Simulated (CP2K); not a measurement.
Crystal: NiO2.

```
Ni O
1.0
     2.79878    0.00000    0.00000
    -1.39939    2.42382    0.00000
     0.00000    0.00000    4.61827
Ni O
1 2
Direct
  0.00000 0.00000 0.50000
  0.33333 0.66667 0.29396
  0.66667 0.33333 0.70604
```

The cell comes from a database or a generator and needn't be the stable form of this composition.

Program: CP2K 2026.2. Alike in all runs: task band structure; spin collinear, ferromagnetic start; cell as given; k mesh 11 × 11 × 6.

Order these runs on this cell by their pressure, lowest first.
A. level LDA; potentials or basis GTH_POTENTIALS Ni GTH-PADE-q18, O GTH-PADE-q6; TZVP-MOLOPT-SR-GTH, TZVP-MOLOPT-PBE-GTH basis; smearing fermi-dirac 0.0259 eV; EPS_DEFAULT 1.0E-10; NGRIDS 5; points a segment of the path (NPOINTS) 10; bands added on the path 2; CUTOFF of the grids 600 Ry
B. level TASK; potentials or basis POTENTIAL_UZH Ni GTH-SCAN-q18, O GTH-SCAN-q6; TZVP-MOLOPT-SR-GTH, TZVP-MOLOPT-SCAN-GTH basis; smearing fermi-dirac 0.0259 eV; EPS_DEFAULT 1.0E-9; NGRIDS 4; points a segment of the path (NPOINTS) 8; bands added on the path 2; CUTOFF of the grids 850 Ry
C. level r2SCAN; potentials or basis POTENTIAL_UZH Ni GTH-SCAN-q18, O GTH-SCAN-q6; TZVP-MOLOPT-SR-GTH, TZVP-MOLOPT-SCAN-GTH basis; smearing fermi-dirac 0.1 eV; EPS_DEFAULT 1.0E-10; NGRIDS 4; points a segment of the path (NPOINTS) 6; bands added on the path 4; CUTOFF of the grids 850 Ry

A (-10.5 GPa), C (-4.7 GPa), B (3.6 GPa).

Caveats: the basis of atomic orbitals isn't converged, which shifts pressures, moduli and gaps; the potentials were made for another functional, which shifts forces and pressure (some runs).

Not every run made on this cell is shown here.
